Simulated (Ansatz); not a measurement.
# CdF2: the cost of one run

Method: DFT LDA, scalar-relativistic, in Ansatz 0.2.0.

### Step 1. The starting structure

The structure is cubic, space group Fm-3m (No. 225). The conventional cell has a = 5.388 Å, b = 5.388 Å, c = 5.388 Å, α = 90.00°, β = 90.00°, γ = 90.00°. Cd (site symmetry m-3m) has 8 F at 2.33 Å as nearest neighbours. F (site symmetry -43m) has 4 Cd at 2.33 Å as nearest neighbours.

Structure file:

```
CELL_PARAMETERS angstrom
0.00000 2.69400 2.69400
2.69400 0.00000 2.69400
2.69400 2.69400 0.00000
ATOMIC_POSITIONS crystal
Cd 0.00000 0.00000 0.00000
F 0.25000 0.25000 0.25000
F 0.75000 0.75000 0.75000
```

Atoms are numbered in the order of the input: Cd1, F2, F3.

### Step 2. After the deformation

Space group Fm-3m before, I4/mmm after.

### Step 3. Full-potential LAPW

The input, input.yaml:

```yaml
crystal:
  lattice:
    - [0.0, 2.66706, 2.694]
    - [2.66706, 0.0, 2.694]
    - [2.66706, 2.66706, 0.0]
  atoms:
    - { symbol: Cd, position: [0.0, 0.0, 0.0] }
    - { symbol: F, position: [0.25, 0.25, 0.25] }
    - { symbol: F, position: [0.75, 0.75, 0.75] }
kpoints:
  mp_grid: { grid: [8, 8, 8] }
  band_path:
    path:
      - [0.0, 0.0, 0.0]
      - [0.0, 0.5, 0.5]
      - [0.25, 0.75, 0.5]
      - [0.0, 0.5, 0.0]
      - [0.0, 0.0, 0.0]
      - [0.5, 0.5, 0.0]
      - [0.3725125, 0.6274875, 0.0]
      - [-0.3725125, 0.3725125, 0.0]
      - [0.0, 0.0, 0.0]
    npoints: 5
scf:
  occupations: { method: fermi_dirac, width: 0.02 }
hamiltonian:
  xc: lda
  pseudopotentials: { kind: all_electron, lapw: { basis_error: 0.001 } }
output:
  forces: true
  stress: true
  eigenvalues: true
```

The run is started by

```console
> ansatz run input.yaml --threads 1 --pin off --max-ram 4096MiB --backend cpu --events-out ev --progress --plain --runs-dir out
```

What time and memory should one allow on 1 thread of Arm Neoverse V2, shared host?

About 26 s, with a peak of 0.41 GiB.
